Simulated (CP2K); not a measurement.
Runs of CP2K 2026.2 on Nb. Symmetry: Im-3m, No. 229, cubic system. Conventional cell: a = 3.328 Å, b = 3.328 Å, c = 3.328 Å, α = 90.00°, β = 90.00°, γ = 90.00°. Around Nb (site symmetry m-3m) lie 8 Nb at 2.88 Å. 

```csv
level,potentials or basis,smearing,EPS_DEFAULT,NGRIDS,basis sets,potentials,points a segment of the path (NPOINTS),gap on the mesh (eV),pressure (GPa)
LDA,GTH_POTENTIALS Nb GTH-PADE-q13; TZVP-MOLOPT-PBE-GTH basis,fermi-dirac 0.05 eV,1.0E-9,4,Nb TZVP-MOLOPT-PBE-GTH-q13,Nb GTH-PADE-q13 of GTH_POTENTIALS,10,none,-11.5
PBE,POTENTIAL_UZH Nb GTH-PBE-q13; TZVP-MOLOPT-PBE-GTH basis,fermi-dirac 0.0259 eV,1.0E-9,5,Nb TZVP-MOLOPT-PBE-GTH-q13,Nb GTH-PBE-q13 of POTENTIAL_UZH,8,none,(b)
TB-mBJ,POTENTIAL_UZH Nb GTH-PBE-q13; TZVP-MOLOPT-PBE-GTH basis,fermi-dirac 0.0259 eV,1.0E-9,4,Nb TZVP-MOLOPT-PBE-GTH-q13,Nb GTH-PBE-q13 of POTENTIAL_UZH,8,none,-
r2SCAN,POTENTIAL_UZH Nb GTH-SCAN-q13; TZVP-MOLOPT-SCAN-GTH basis,fermi-dirac 0.05 eV,1.0E-10,5,Nb TZVP-MOLOPT-SCAN-GTH-q13,Nb GTH-SCAN-q13 of POTENTIAL_UZH,10,none,(a)
PBE,POTENTIAL_UZH Nb GTH-PBE-q13; TZVP-MOLOPT-PBE-GTH basis,fermi-dirac 0.1 eV,1.0E-9,5,Nb TZVP-MOLOPT-PBE-GTH-q13,Nb GTH-PBE-q13 of POTENTIAL_UZH,10,none,-1.1
PBEsol,POTENTIAL_UZH Nb GTH-PBE-q13; TZVP-MOLOPT-PBE-GTH basis,fermi-dirac 0.1 eV,1.0E-10,5,Nb TZVP-MOLOPT-PBE-GTH-q13,Nb GTH-PBE-q13 of POTENTIAL_UZH,6,none,-6.5
```

Alike in all rows: task band structure; no spin polarisation; cell as given; k mesh 11 × 11 × 11.

Task: Fill in the values left out.

Result: (a) -2.6; (b) -1.0.

Caveats: the basis of atomic orbitals isn't converged, which shifts pressures, moduli and gaps; the potentials were made for another functional, which shifts forces and pressure (some runs); this is a model potential without an energy functional, so only levels have meaning (some runs).

A k mesh can miss the band edges, and the runs leave out spin-orbit coupling on Nb.

A gap of «none» marks a metal or a gap under the smearing width.
